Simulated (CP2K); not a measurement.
The system is Si.

```xyz
1
Lattice="2.6625 0.0000 0.0000 -1.3929 2.2133 0.0000 -0.0134 0.0848 2.4866" Properties=species:S:1:pos:R:3 pbc="T T T"
Si    0.0000    0.0000    0.0000
```

This isn't the form of Si at room conditions, which is diamond.

Base run:

```yaml
Program: CP2K 2026.2
Functional: PW91
Potentials_or_basis: POTENTIAL_UZH Si GTH-PBE-q4; TZVP-MOLOPT-PBE-GTH basis
Density_cutoff: 9184 eV
k_mesh: 12 × 12 × 11
Occupations: fermi-dirac, width 0.05 eV
Spin: no spin polarisation
```

Its results: band gap on the k mesh none (metal or under the smearing width); pressure 3.6 GPa.

Question: After a change of settings the same cell gave: band gap on the k mesh none (metal or under the smearing width); pressure 6.0 GPa. Which change was it?
A. functional from PW91 to BEEF-vdW
B. functional from PW91 to optB88-vdW
C. functional from PW91 to PBEsol
D. functional from PW91 to HLE17

Answer: B.

Caveats: the potentials were made for another functional, which shifts forces and pressure; the basis of atomic orbitals isn't converged, which shifts pressures, moduli and gaps.

Runs at the PBE level aren't shown here.
